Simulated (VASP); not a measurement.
A run of VASP 6.6.1:

Contents of INCAR:

```
PREC     = Accurate       # precision mode
ENCUT    = 520            # plane-wave cutoff, eV
EDIFF    = 1E-7           # SCF threshold, eV
ISMEAR   = -1             # smearing method
SIGMA    = 0.17           # smearing width, eV
LREAL    = Auto         
LASPH    = T              # aspherical terms in the spheres
NELM     = 100            # most SCF steps
ALGO     = Fast           # electronic algorithm
ISIF     = 2              # what is computed and relaxed
LWAVE    = F              # write WAVECAR
LCHARG   = F              # write CHGCAR
NBANDS   = 126            # bands
```

File KPOINTS:

```
regular mesh
0
Gamma
  2 2 2
```

Contents of POSCAR:

```
W
1.0
    6.4236250000      0.0000000000      0.0000000000
    0.0000000000      6.4236250000      0.0000000000
    0.0000000000      0.0000000000      6.4236250000
W
16
Direct
    0.0208449279     -0.0295938820      0.0445698496
    0.4998890813     -0.0081106852      0.0572885248
    0.0305279340      0.5302924750      0.0374554866
    0.0001556753      0.0406468310      0.5447235790
    0.2273171301      0.2324388488      0.2727898967
    0.4746541089      0.4828114966      0.0591254938
    0.5328922532      0.0210940084      0.5654595341
    0.7719161688      0.2925450972      0.2809628520
    0.0013076728      0.5246258927      0.5678257993
    0.2640720777      0.7526124268      0.2996283251
    0.2386658623      0.2303839343      0.7888536457
    0.4951254159      0.4696102279      0.5149117515
    0.7413726673      0.7854599233      0.2953005507
    0.7893829419      0.2516180506      0.8418455311
    0.2932145012      0.7274085894      0.7777228590
    0.7401895347      0.7393488879      0.7971978439
```

Potentials or basis: VASP PAW LDA potentials, release 64 (W_sv).

The run is started by

```bash
$ cat potpaw_LDA.64/W_sv/POTCAR > POTCAR
$ mpirun -np 1 vasp_std > vasp.out
```

Hardware: 1 thread of Intel(R) Xeon(R) 6975P-C (Granite Rapids), on a shared host.

How long does it take, and how much memory?

Wall time 5.8 min on 1 thread of Intel(R) Xeon(R) 6975P-C (Granite Rapids), on a shared host, peak memory 0.35 GiB. Counts: scf iterations 40, k points 8.
